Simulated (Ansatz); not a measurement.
The cell is the one relaxed in the Materials Project (mp-1271068), not relaxed further here; entries there can be hypothetical. The listed cell was then made from it by scaling, straining or moving an atom.

Fe: DFT, PBE, all-electron LAPW, scalar-relativistic (Ansatz 0.2.0). What sets it apart from a plain run of this crystal: equal xx and yy strain of +1 %.

Command: `ansatz run input.yaml --threads 1 --pin off --max-ram 3072MiB --backend cpu --events-out ev --progress --plain --runs-dir out` The run took 72 s on 1 thread of Intel(R) Xeon(R) 6975P-C (Granite Rapids), with other jobs on the host, peak memory 1 GiB.

```yaml
crystal:
  lattice:
    - [0.0, 1.9611570875, 1.9651051623]
    - [1.513424107, 0.0, 1.9651051623]
    - [1.513424107, 1.9611570875, 0.0]
  atoms:
    - { symbol: Fe, position: [0.0, 0.0, 0.0], spin: 3.0 }
magnetization:
  spin_polarized: true
kpoints:
  mp_grid: { grid: [16, 16, 16] }
  band_path:
    path:
      - [0.0, 0.0, 0.0]
      - [0.5, 0.0, 0.5]
      - [0.5, 0.2494023738, 0.7494023738]
      - [0.5, 0.7505976262, 0.2505976262]
      - [0.5, 0.5, 0.0]
      - [0.9208045446, 0.5, 0.4208045446]
      - [0.0791954554, 0.5, 0.5791954554]
      - [0.0, 0.5, 0.5]
      - [0.0795146387, 0.5795146387, 0.5]
    npoints: 5
scf:
  occupations: { method: fermi_dirac, width: 0.05 }
hamiltonian:
  xc: pbe
  pseudopotentials: { kind: all_electron, lapw: { basis_error: 0.0005 } }
output:
  forces: true
  stress: true
  eigenvalues: true
```

Output (standing set-up lines are left out):

```
LAPW: plane waves up to 9.346 Å⁻¹, error target 5.0e-4 eV per atom; small_component_spin mean_spin; Fe in spheres of 1.239 Å, 16 of its electrons in bands, Dirac shells []
Crystal: 1 atoms, lattice volume = 11.665 Å³
Basis set: ecut = 332.77567699721584 eV, 157 PW (Γ), FFT grids on a1−a2, a2, a3, exchange–correlation at level 2
iter 1 solved again at ethr=3.54e-5 eV; its pass at ethr=1.00e-1 eV (dr2=5.66e-3 eV) is discarded
SCF iter   1: F=—  HF=-34633.986913 eV  |F-HF|=—  |Δ(HF+E_count)|=         —  Δρ=2.89e-2 (↑2.89e-2 ↓2.75e-2)  dr2=5.77e-3  dr2_m=8.16e-2  M=2.373 μB ∫|m|=2.405 μB  β_m=0.30  ethr=3.54e-5  ⟨swp⟩=3.5  Hψ=133115  notcnv=0
Mixer restart at iter 1: flushing history
preconditioner: auto → none  [metal: Δε(μ)=0.003 eV  Ē_g=14.804 eV  σ=0.050 eV  W_gap=0.01  n_scr=0 (ndim 8)  ℏωp=30.8 eV  f_vac=0.000  D(μ)=1.05/eV (n_scr^D=12)]
SCF iter   2: F=—  HF=-34634.021383 eV  |F-HF|=—  |Δ(HF+E_count)|=   3.45e-2  Δρ=1.97e-2 (↑1.97e-2 ↓1.95e-2)  dr2=1.48e-3  dr2_m=4.00e-2  M=2.370 μB ∫|m|=2.417 μB  β_m=0.52  ethr=3.54e-5  ⟨swp⟩=2.2  Hψ=49259  notcnv=0
SCF iter   3: F=—  HF=-34634.082585 eV  |F-HF|=—  |Δ(HF+E_count)|=   6.12e-2  Δρ=1.02e-2 (↑1.02e-2 ↓9.08e-3)  dr2=1.73e-3  dr2_m=9.07e-3  M=2.256 μB ∫|m|=2.346 μB  β_m=0.48  ethr=9.24e-6  ⟨swp⟩=3.0  Hψ=55641  notcnv=0
iter 4 solved again at ethr=2.38e-8 eV; its pass at ethr=9.24e-6 eV (dr2=3.81e-6 eV) is discarded
SCF iter   4: F=—  HF=-34634.083113 eV  |F-HF|=—  |Δ(HF+E_count)|=   5.28e-4  Δρ=4.71e-4 (↑4.56e-4 ↓4.71e-4)  dr2=3.81e-6  dr2_m=2.17e-5  M=2.243 μB ∫|m|=2.360 μB  β_m=0.74  ethr=2.38e-8  ⟨swp⟩=2.8  Hψ=86760  notcnv=0
SCF iter   5: F=—  HF=-34634.084661 eV  |F-HF|=—  |Δ(HF+E_count)|=         —  Δρ=1.53e-4 (↑1.44e-4 ↓1.53e-4)  dr2=3.02e-7  dr2_m=2.24e-6  M=2.241 μB ∫|m|=2.360 μB  β_m=0.87  ethr=2.38e-8  ⟨swp⟩=3.0  Hψ=49052  notcnv=0
the basis was enlarged: its passes take 1.5 MiB over the memory plan, 2 of 2 planned eigensolver slots
SCF iter   6: F=—  HF=-34634.084820 eV  |F-HF|=—  |Δ(HF+E_count)|=   1.60e-4  Δρ=1.95e-4 (↑1.71e-4 ↓1.95e-4)  dr2=2.61e-7  dr2_m=3.48e-6  M=2.235 μB ∫|m|=2.356 μB  β_m=0.80  ethr=1.89e-9  ⟨swp⟩=3.6  Hψ=53339  notcnv=0
SCF iter   7: F=—  HF=-34634.084812 eV  |F-HF|=—  |Δ(HF+E_count)|=   8.78e-6  Δρ=4.76e-5 (↑4.43e-5 ↓4.76e-5)  dr2=2.07e-9  dr2_m=2.25e-7  M=2.234 μB ∫|m|=2.356 μB  β_m=0.90  ethr=1.63e-9  ⟨swp⟩=3.0  Hψ=46709  notcnv=0
SCF iter   8: F=—  HF=-34634.084815 eV  |F-HF|=—  |Δ(HF+E_count)|=   2.98e-6  Δρ=5.57e-6 (↑4.71e-6 ↓5.57e-6)  dr2=2.55e-10  dr2_m=2.74e-9  M=2.235 μB ∫|m|=2.356 μB  β_m=0.87  ethr=1.29e-11  ⟨swp⟩=4.0  Hψ=57381  notcnv=0
SCF iter   9: F=-34634.084815 eV  HF=-34634.084815 eV  |F-HF|=8.05e-9  |Δ(HF+E_count)|=   1.16e-7  Δρ=1.04e-6 (↑7.06e-7 ↓1.04e-6)  dr2=6.35e-11  dr2_m=5.75e-11  M=2.235 μB ∫|m|=2.356 μB  ethr=1.59e-12  ⟨swp⟩=3.0  Hψ=50811  notcnv=0
SCF 1 converged in 9 iterations: F = -34634.084815 eV  dr2 = 6.35e-11
NSCF: frozen V_eff on 41 k-points
SCF converged after 9 iterations
Magnetization: 2.2351 μB (9.1175 up, 6.8825 down)
Absolute magnetization: 2.3559 μB (∫|ρ↑−ρ↓|)
Spin contamination: 0.0398 ħ² per cell (⟨S²⟩ above its minimum at these occupations)
Per-site moments (μB) at R_I (Å): [(2.291595684846671, 1.2386070267255456)]
Free energy (F): -34634.084815 eV
Harris-Foulkes:  -34634.084815 eV  (|F-HF|=8.05e-9)
Internal energy: -34634.075319 eV  (E = F + TS)
E sigma→0 (E₀):  -34634.080067 eV
Entropy (-TS):   -0.009495 eV (-9.495 meV/atom)
Fermi energy:    18.069730 eV
--- Per-component energies (eV) ---
  E_band       = -218.296961
  E_kinetic    = 35110.172788
  E_xc         = -1522.507597
  E_electrostatic = -68221.740511  (all electrons and nuclei)
  E_smearing   = -0.009495  (= −TS)
  E_closure    = 0.000000  (closes the sum)
  E_atoms      = -34625.004615  (free atoms, spherical and without spin; not in F)
  Σ components = -34634.084815   (vs F -34634.084815, Δ=0.00e0)
  Basis errors (estimates in eV, not in F): energy 1.3e-4 per atom: plane waves 1.1e-4 (5.7e-5 summed), levels above the bands 8.8e-181, relativity 8.6e-9, radial functions 1.6e-5, core shells 4.5e-9; eigenvalues (radial functions only) 2.1e-5; not estimated: angular momenta, meshes, grids; target (lapw.basis_error) 5.0e-4; muffin-tin radii Fe 1.239 Å
--- Forces (eV/Å), atoms counted from 1 ---
  atom   1  Fe     0.00000000    -0.00000000    -0.00000000
  max |Σ_I F_I| component: 1.97e-31 eV/Å
--- Stress (GPa, compression-positive) ---
       -9.319790       0.000000       0.000000
        0.000000      -1.229655       0.000000
        0.000000       0.000000      -1.477175
  P = ⅓ Tr σ = -4.0089 GPa (-40.089 kbar)
--- Band table (eV; the first three rows and the last of 1242) ---
  k-point 0 ↑: bands = ["-69.9955", "-35.8175", "-35.8158", "-35.8049", "9.6929", "15.7091", "15.7232", "16.0848", "16.7202", "17.1125", "41.0733", "42.7254", "42.7667", "47.0275"]
  k-point 1 ↑: bands = ["-69.9929", "-35.8278", "-35.8210", "-35.8084", "9.8478", "15.7135", "15.7391", "16.1053", "16.6968", "17.0933", "40.5611", "42.0954", "42.6472", "46.3748"]
  k-point 2 ↑: bands = ["-69.9854", "-35.8681", "-35.8336", "-35.8096", "10.3007", "15.6945", "15.7138", "16.2542", "16.6466", "17.0541", "38.5768", "41.2474", "42.3977", "45.4876"]
  k-point 620 ↓: bands = ["-67.2174", "-33.5656", "-33.3282", "-33.1794", "14.5752", "16.0431", "19.0876", "20.0672", "20.1929", "20.6919", "27.1451", "34.9108", "36.5620", "40.4561"]
```

Other magnetic orders may lie lower; this is the state that the run reached.
